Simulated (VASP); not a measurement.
# MoS2 (R-3m) in VASP: a series of runs

The runs below take MoS2 through single point, with PBEsol.

All numbers are computed with VASP 6.6.1; they aren't measurements. Logs are shortened: lines on timing, memory, paths and dates and some standing lists are left out, and cuts for length are marked.

### 1 The structure

It takes space group R-3m (No. 166, trigonal). Conventional cell: a = 3.171 Å, b = 3.171 Å, c = 18.345 Å, α = 90.00°, β = 90.00°, γ = 120.00°. Mo (site symmetry -3m) is surrounded by 6 S at 2.39 Å. Around S (site symmetry 3m) lie 3 Mo at 2.39 Å.

Measurements of this composition are mostly on another form, of space group No. 194.

### 2 Single point, PBEsol, spin-orbit coupling, no magnetisation

INCAR

```
SYSTEM = MoS2
  ALGO = Normal
  EDIFF = 1E-7
  ENCUT = 350
  GGA = PS
  GGA_COMPAT = .FALSE.
  ISIF = 2
  ISMEAR = 0
  LASPH = .TRUE.
  LCHARG = .FALSE.
  LMAXMIX = 4
  LORBIT = 11
  LREAL = .FALSE.
  LSORBIT = .TRUE.
  LWAVE = .FALSE.
  MAGMOM = 0 0 0 0 0 0 0 0 0
  NBANDS = 42
  NELM = 100
  PREC = Accurate
  SIGMA = 0.2
```

KPOINTS

```
k-points
0
G
  6 6 6
  0 0 0
```

POSCAR

```
MoS2
1.0
    1.5855000000      0.9153888518      6.1149966667
   -1.5855000000      0.9153888518      6.1149966667
    0.0000000000     -1.8307777036      6.1149966667
Mo S
1 2
Direct
    0.0000000000      0.0000000000      0.0000000000
    0.2500000000      0.2500000000      0.2500000000
    0.7500000000      0.7500000000      0.7500000000
```

Potentials or basis: VASP PAW PBE potentials, release 64 (Mo_sv, S).

Run with:

```sh
cat potpaw_PBE.64/Mo_sv/POTCAR potpaw_PBE.64/S/POTCAR > POTCAR
mpirun -np 1 vasp_ncl > vasp.out
```

OUTCAR:

```text
SYSTEM = MoS2
   EDIFF = 1E-7
   ENCUT = 350
   GGA = PS
   ISIF = 2
   ISMEAR = 0
   LASPH = .TRUE.
   LORBIT = 11
   LREAL = .FALSE.
   LSORBIT = .TRUE.
   NELM = 100
   PREC = Accurate

 Found     32 irreducible k-points:

 Following reciprocal coordinates:
            Coordinates               Weight
  0.000000  0.000000  0.000000      1.000000
  0.166667  0.000000  0.000000      6.000000
  0.333333 -0.000000  0.000000      6.000000
  0.500000  0.000000  0.000000      3.000000
  0.166667  0.166667  0.000000      6.000000
  0.333333  0.166667  0.000000     12.000000
   k-points           NKPTS =     32   k-points in BZ     NKDIM =     32   number of bands    NBANDS=     42
   number of dos      NEDOS =    301   number of ions     NIONS =      3
   total plane-waves  NPLWV =  64000
   dimension x,y,z NGX =    40 NGY =   40 NGZ =   40
   dimension x,y,z NGXF=    80 NGYF=   80 NGZF=   80
   ions per type =               1   2
   NGX,Y,Z   is equivalent  to a cutoff of  10.42, 10.42, 10.42 a.u.
   NGXF,Y,Z  is equivalent  to a cutoff of  20.84, 20.84, 20.84 a.u.
 SYSTEM =  MoS2
   PREC   = accura    normal or accurate (medium, high low for compatibility)
   ISTART =      0    job   : 0-new  1-cont  2-samecut
   ICHARG =      2    charge: 1-file 2-atom 10-const
   ISPIN  =      1    spin polarized calculation?
   LNONCOLLINEAR =      T non collinear calculations
   LSORBIT =      T    spin-orbit coupling
   LASPH  =      T    aspherical Exc in radial PAW
   ENCUT  =  350.0 eV  25.72 Ry    5.07 a.u.   9.74  9.74  9.74*2*pi/ulx,y,z
   NELM   =    100;   NELMIN=  2; NELMDL= -5     # of ELM steps
   EDIFF  = 0.1E-06   stopping-criterion for ELM
   LREAL  =      F    real-space projection
[... 7 lines left out ...]
   TEBEG  =    0.0;   TEEND  =   0.0 temperature during run
   PSTRESS=    0.0 pullay stress
   NELECT =      26.0000    total number of electrons
   NUPDOWN=      -1.0000    fix difference up-down
   EMIN   =  10.00;   EMAX   =-10.00  energy-range for DOS
   EFERMI =   0.00;   METHOD = LEGACY
   ISMEAR =     0;   SIGMA  =   0.20  broadening in eV -4-tet -1-fermi 0-gaus
   EFERMI_NEDOS =   21; number of points for ismear=-14 and -15
   IALGO  =     38    algorithm
   IMIX   =      4    mixing-type and parameters
     AMIX     =   0.40;   BMIX     =  1.00
     AMIX_MAG =   1.60;   BMIX_MAG =  1.00
  volume/ion in A,a.u.               =      17.75       119.78
  Fermi-wavevector in a.u.,A,eV,Ry     =   1.289118  2.436081 22.610522  1.661826
  Thomas-Fermi vector in A             =   2.421031
   LORBIT       =     11    0 simple, 1 ext, 2 COOP (PROOUT), +10 PAW based schemes
   GGA     = PS    functional components
   LHFCALC =     F    Hartree Fock is set to
   AEXX    =    0.0000 exact exchange contribution
   IVDW    =     0    specifies the selected vdW correction
   LEPSILON=     F    determine dielectric tensor
   LRPA    =     F    only Hartree local field effects (RPA)
 Gauss-broadening in eV      SIGMA  =   0.20
  energy-cutoff  :      350.00
  volume of cell :       53.25
 maximum number of plane-waves:      1610
   NGX = 19   NGY = 19   NGZ = 19

 number of electron      26.0000007 magnetization       0.0000000     -0.0000000     -0.0000000

 number of electron      26.0000007 magnetization       0.0000000      0.0000000      0.0000000

 number of electron      26.0000007 magnetization      -0.0000000      0.0000000      0.0000000

 Free energy of the ion-electron system (eV)
  ---------------------------------------------------
  ext. energy  EPLUGINS =         0.00000000
  ---------------------------------------------------
  free energy    TOTEN  =       -22.72847224 eV

  energy without entropy =      -22.71600311  energy(sigma->0) =      -22.72223768

 E-fermi :   7.5441     XC(G=0): -11.0034

 val. band max:        7.5204010344   @ k =   0.0000   0.0000   0.0000
 cond. band min:       7.5569788172   @ k =  -0.3333   0.5000   0.3333
 fundamental gap:      0.0365777828
 Fermi energy:         7.5440651319

 k-point     1 :       0.0000    0.0000    0.0000
  band No.  band energies     occupation
      1     -53.9839      1.00000
      2     -53.9839      1.00000
      3     -29.6746      1.00000
      4     -29.6746      1.00000
      5     -27.2891      1.00000
      6     -27.2891      1.00000
[... 30 lines left out ...]
     37      14.3202      0.00000
     38      14.3202      0.00000

 k-point     2 :       0.1667    0.0000    0.0000
  band No.  band energies     occupation
      1     -53.9737      1.00000
      2     -53.9737      1.00000
      3     -29.7040      1.00000
      4     -29.7040      1.00000
      5     -27.3157      1.00000
      6     -27.3157      1.00000
[... 30 lines left out ...]
     37      15.4120      0.00000
     38      15.4120      0.00000

 k-point     3 :       0.3333   -0.0000    0.0000
  band No.  band energies     occupation
      1     -53.9533      1.00000
      2     -53.9533      1.00000
      3     -29.7683      1.00000
      4     -29.7683      1.00000
      5     -27.4488      1.00000
      6     -27.4488      1.00000
[... 30 lines left out ...]
     37      15.1193      0.00000
     38      15.1193      0.00000

 k-point     4 :       0.5000    0.0000    0.0000
  band No.  band energies     occupation
      1     -53.9430      1.00000
      2     -53.9430      1.00000
      3     -29.8025      1.00000
      4     -29.8025      1.00000
      5     -27.5164      1.00000
      6     -27.5164      1.00000
[... 30 lines left out ...]
     37      14.5678      0.00000
     38      14.5678      0.00000

 k-point     5 :       0.1667    0.1667    0.0000
  band No.  band energies     occupation
      1     -53.9737      1.00000
      2     -53.9737      1.00000
      3     -29.7041      1.00000
      4     -29.7041      1.00000
      5     -27.3158      1.00000
      6     -27.3158      1.00000
[... 30 lines left out ...]
     37      15.5084      0.00000
     38      15.5084      0.00000

 k-point     6 :       0.3333    0.1667    0.0000
  band No.  band energies     occupation
      1     -53.9584      1.00000
      2     -53.9584      1.00000
      3     -29.7508      1.00000
      4     -29.7508      1.00000
      5     -27.4053      1.00000
      6     -27.4053      1.00000
[... 30 lines left out ...]
     37      16.2283      0.00000
     38      16.2283      0.00000

 [... further k-points ...]

 [bands above 38 left out]

------------------------ aborting loop because EDIFF is reached ----------------------------------------

  FORCE on cell =-STRESS in cart. coord.  units (eV):
  Direction    XX          YY          ZZ          XY          YZ          ZX
  --------------------------------------------------------------------------------------
  -------------------------------------------------------------------------------------
  Total        0.2683382      0.2683382      1.8753700      0.0000000     -0.0000000      0.0000000
  in kB        8.0737220      8.0737220     56.4258626      0.0000000     -0.0000000      0.0000000
  external PRESSURE =      24.1911022 kB  Pullay stress =       0.0000000 kB

 VOLUME and BASIS-vectors are now :
 -----------------------------------------------------------------------------
  energy-cutoff  :      350.00
  volume of cell :       53.25
      direct lattice vectors                 reciprocal lattice vectors
     1.585500000  0.915388852  6.114996667     0.315357931  0.182071986  0.054510796
    -1.585500000  0.915388852  6.114996667    -0.315357931  0.182071986  0.054510796
     0.000000000 -1.830777704  6.114996667     0.000000000 -0.364143973  0.054510796

 POSITION                                       TOTAL-FORCE (eV/Angst)
 -----------------------------------------------------------------------------------
      0.00000      0.00000      0.00000         0.000000     -0.000000      0.000000
      0.00000      0.00000      4.58625         0.000000      0.000000     -0.741461
      0.00000      0.00000     13.75874         0.000000     -0.000000      0.741461
 -----------------------------------------------------------------------------------
    total drift:                                0.000000      0.000000     -0.000000

  FREE ENERGIE OF THE ION-ELECTRON SYSTEM (eV)
  ---------------------------------------------------
  free  energy   TOTEN  =       -22.7284722413 eV

  energy  without entropy=      -22.7160031127  energy(sigma->0) =      -22.72223768

 Spin-Orbit-Coupling matrix elements

 Ion:    1  E_soc:     -0.1945928
 l=   1
     0.0000000    -0.0294467    -0.0293794
    -0.0294467     0.0000000    -0.0294467
    -0.0293794    -0.0294467     0.0000000
 l=   2
     0.0000000    -0.0005176     0.0000000    -0.0005176    -0.0026327
    -0.0005176     0.0000000    -0.0019523    -0.0004160    -0.0005176
     0.0000000    -0.0019523     0.0000000    -0.0019523     0.0000000
    -0.0005176    -0.0004160    -0.0019523     0.0000000    -0.0005176
    -0.0026327    -0.0005176     0.0000000    -0.0005176     0.0000000
 l=   3
     0.0000000     0.0000000     0.0000000     0.0000000     0.0000000     0.0000000     0.0000000
     0.0000000     0.0000000     0.0000000     0.0000000     0.0000000     0.0000000     0.0000000
     0.0000000     0.0000000     0.0000000     0.0000000     0.0000000     0.0000000     0.0000000
     0.0000000     0.0000000     0.0000000     0.0000000     0.0000000     0.0000000     0.0000000
     0.0000000     0.0000000     0.0000000     0.0000000     0.0000000     0.0000000     0.0000000
     0.0000000     0.0000000     0.0000000     0.0000000     0.0000000     0.0000000     0.0000000
     0.0000000     0.0000000     0.0000000     0.0000000     0.0000000     0.0000000     0.0000000

 Ion:    2  E_soc:     -0.0026542
 l=   1
     0.0000000    -0.0004226    -0.0004820
    -0.0004226     0.0000000    -0.0004226
    -0.0004820    -0.0004226     0.0000000
 l=   2
     0.0000000     0.0000000     0.0000000     0.0000000     0.0000000
     0.0000000     0.0000000     0.0000000     0.0000000     0.0000000
     0.0000000     0.0000000     0.0000000     0.0000000     0.0000000
     0.0000000     0.0000000     0.0000000     0.0000000     0.0000000
     0.0000000     0.0000000     0.0000000     0.0000000     0.0000000
 l=   3
     0.0000000     0.0000000     0.0000000     0.0000000     0.0000000     0.0000000     0.0000000
     0.0000000     0.0000000     0.0000000     0.0000000     0.0000000     0.0000000     0.0000000
     0.0000000     0.0000000     0.0000000     0.0000000     0.0000000     0.0000000     0.0000000
     0.0000000     0.0000000     0.0000000     0.0000000     0.0000000     0.0000000     0.0000000
     0.0000000     0.0000000     0.0000000     0.0000000     0.0000000     0.0000000     0.0000000
     0.0000000     0.0000000     0.0000000     0.0000000     0.0000000     0.0000000     0.0000000
     0.0000000     0.0000000     0.0000000     0.0000000     0.0000000     0.0000000     0.0000000

 Ion:    3  E_soc:     -0.0026542
 l=   1
     0.0000000    -0.0004226    -0.0004820
    -0.0004226     0.0000000    -0.0004226
    -0.0004820    -0.0004226     0.0000000
 l=   2
     0.0000000     0.0000000     0.0000000     0.0000000     0.0000000
     0.0000000     0.0000000     0.0000000     0.0000000     0.0000000
     0.0000000     0.0000000     0.0000000     0.0000000     0.0000000
     0.0000000     0.0000000     0.0000000     0.0000000     0.0000000
     0.0000000     0.0000000     0.0000000     0.0000000     0.0000000
 l=   3
     0.0000000     0.0000000     0.0000000     0.0000000     0.0000000     0.0000000     0.0000000
     0.0000000     0.0000000     0.0000000     0.0000000     0.0000000     0.0000000     0.0000000
     0.0000000     0.0000000     0.0000000     0.0000000     0.0000000     0.0000000     0.0000000
     0.0000000     0.0000000     0.0000000     0.0000000     0.0000000     0.0000000     0.0000000
     0.0000000     0.0000000     0.0000000     0.0000000     0.0000000     0.0000000     0.0000000
     0.0000000     0.0000000     0.0000000     0.0000000     0.0000000     0.0000000     0.0000000
     0.0000000     0.0000000     0.0000000     0.0000000     0.0000000     0.0000000     0.0000000

 total charge

# of ion       s       p       d       tot
------------------------------------------
    1        2.307   6.238   3.965  12.510
    2        1.360   2.321   0.000   3.681
    3        1.360   2.321   0.000   3.681
--------------------------------------------------
tot          5.027  10.880   3.965  19.872

 magnetization (x)

# of ion       s       p       d       tot
------------------------------------------
    1        0.000   0.000   0.000   0.000
    2        0.000   0.000   0.000   0.000
    3        0.000   0.000   0.000   0.000
--------------------------------------------------
tot          0.000   0.000   0.000   0.000

 magnetization (y)

# of ion       s       p       d       tot
------------------------------------------
    1        0.000   0.000   0.000   0.000
    2        0.000   0.000   0.000   0.000
    3        0.000   0.000   0.000   0.000
--------------------------------------------------
tot          0.000   0.000   0.000   0.000

 magnetization (z)

# of ion       s       p       d       tot
------------------------------------------
    1        0.000   0.000   0.000   0.000
    2        0.000   0.000   0.000   0.000
    3        0.000   0.000   0.000   0.000
--------------------------------------------------
tot          0.000   0.000   0.000   0.000
```

Wall time 3.3 min (1 thread of Intel Xeon 6975P-C (Granite Rapids), shared host); peak memory 0.47 GiB.

These settings aren't checked as converged: the numbers below hold their error.

What came out:

```
Free energy                                           : -22.7285 eV
Pressure                                              : 2.4 GPa
Largest force                                         : 0.741 eV/Å
Valence electrons inside the program's atomic spheres : Mo 12.51; S 3.68
```

Caveat: the k mesh is coarse (spacing up to 0.39 Å⁻¹), so the values aren't converged; the PAW data sets were made with another functional, which shifts forces and pressure a little; the cell's inner coordinates are idealised or old, which leaves forces on the atoms.

### 3 Single point, PBEsol, spin-orbit coupling, no magnetisation

INCAR: that of step 2 with these lines changed.

```diff
@@ -3,3 +3,3 @@
   EDIFF = 1E-7
-  ENCUT = 350
+  ENCUT = 300
   GGA = PS
@@ -19,2 +19,2 @@
   PREC = Accurate
-  SIGMA = 0.2
+  SIGMA = 0.02
```

KPOINTS

```
k-points
0
G
  7 7 7
  0 0 0
```

POSCAR is that of step 2.

Potentials or basis: VASP PAW PBE potentials, release 64 (Mo_sv, S).

Run with:

```sh
cat potpaw_PBE.64/Mo_sv/POTCAR potpaw_PBE.64/S/POTCAR > POTCAR
mpirun -np 1 vasp_ncl > vasp.out
```

Run time: 2.6 min. Hardware: 1 thread of Intel Xeon 6975P-C (Granite Rapids), shared host; peak memory 0.41 GiB.

These settings aren't checked as converged: the numbers below hold their error.

What came out:

```yaml
Free_energy: -22.6798 eV
Pressure: 2.7 GPa
Largest_force: 0.795 eV/Å
Valence_electrons_inside_the_program's_atomic_spheres: Mo 12.50; S 3.69
```

Caveat: the cutoff is under 1.25 times the usual one of these potentials, so pressure, stress and relaxed cells hold a basis-set (Pulay) error; the PAW data sets were made with another functional, which shifts forces and pressure a little; the cell's inner coordinates are idealised or old, which leaves forces on the atoms.

### 4 Single point, PBEsol, spin-orbit coupling, no magnetisation

INCAR: that of step 3 with these lines changed.

```diff
@@ -3,3 +3,3 @@
   EDIFF = 1E-7
-  ENCUT = 300
+  ENCUT = 350
   GGA = PS
```

KPOINTS is that of step 3.

POSCAR is that of step 3.

Run with:

```sh
cat potpaw_PBE.64/Mo_sv/POTCAR potpaw_PBE.64/S/POTCAR > POTCAR
mpirun -np 1 vasp_ncl > vasp.out
```

Run time: 4.3 min. Hardware: 1 thread of Intel Xeon 6975P-C (Granite Rapids), shared host; peak memory 0.5 GiB.

The run converged, but some of its settings lie outside the range that counts as converged, so its numbers aren't taken as properties of the crystal.

What came out:

- Free energy: -22.6819 eV
- Pressure: 2.7 GPa
- Largest force: 0.798 eV/Å
- Valence electrons inside the program's atomic spheres: Mo 12.51; S 3.68

Caveat: the PAW data sets were made with another functional, which shifts forces and pressure a little; the cell's inner coordinates are idealised or old, which leaves forces on the atoms.

[end of part 1 of 2]
